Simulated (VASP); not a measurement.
A run of VASP 6.6.1 is set up as follows.

Contents of run.py:

```python
from ase.calculators.vasp import Vasp
from ase.dft.bandgap import bandgap
from ase.io import read

atoms = read('BN.cif')
calc = Vasp(
    directory='calc',
    xc='hsesol',
    pp='PBE',
    setups='minimal',
    prec='Accurate',
    encut=500,
    ediff=1e-07,
    ismear=0,
    sigma=0.05,
    lreal=False,
    lasph=True,
    nelm=100,
    algo='Normal',
    isif=2,
    lwave=False,
    lcharg=False,
    precfock='Fast',
    ivdw=12,
    vdw_s6=1.0,
    vdw_s8=2.9215,
    vdw_a1=0.465,
    vdw_a2=6.2003,
    kpts=[6, 6, 6],
    gamma=True,
)
atoms.calc = calc

print('energy (eV):', atoms.get_potential_energy())
print('free energy (eV):', atoms.get_potential_energy(force_consistent=True))
print('forces (eV/A):')
print(atoms.get_forces())
print('stress (eV/A^3, Voigt):', atoms.get_stress())
print('Fermi level (eV):', calc.get_fermi_level())
gap, top, bottom = bandgap(calc)
print('band gap (eV):', gap, 'from (spin, k, band)', top, 'to', bottom)
```

File BN.cif:

```cif
data_BN
_cell_length_a 3.95263335
_cell_length_b 3.95263335
_cell_length_c 3.95263335
_cell_angle_alpha 39.87198677
_cell_angle_beta 39.87198677
_cell_angle_gamma 39.87198677
_space_group_name_H-M_alt 'P1'
_space_group_name_Hall 'P 1'
_space_group_IT_number 1
loop_
_space_group_symop_operation_xyz
'x,y,z'
loop_
_atom_site_label
_atom_site_type_symbol
_atom_site_symmetry_multiplicity
_atom_site_Wyckoff_symbol
_atom_site_fract_x
_atom_site_fract_y
_atom_site_fract_z
_atom_site_occupancy
N1 N 1 a 0.6672382000 0.6672382000 0.6672382000 1
B1 B 1 a 0.0003288000 0.0003288000 0.0003288000 1
```

Potentials or basis: VASP PAW PBE potentials, release 64 (N, B).

Run with:

```bash
$ python run.py
```

Predict the dispersion energy per atom.

-0.074 eV.

What does it give for the band gap on the k mesh?

5.17 eV, indirect (least direct gap 5.47 eV).

Predict the largest force.

0.017 eV/Å.

Estimate the pressure.

-40.4 GPa.

Forces on the atoms (eV/Å):
```
N   -0.016 -0.006 -0.004
B    0.016  0.006  0.004
```

Caveat: the k mesh is coarse (spacing up to 0.46 Å⁻¹), so the values aren't converged, least of all with exact exchange; the PAW data sets were made with another functional, which shifts forces and pressure a little. A k mesh can miss the band edges.
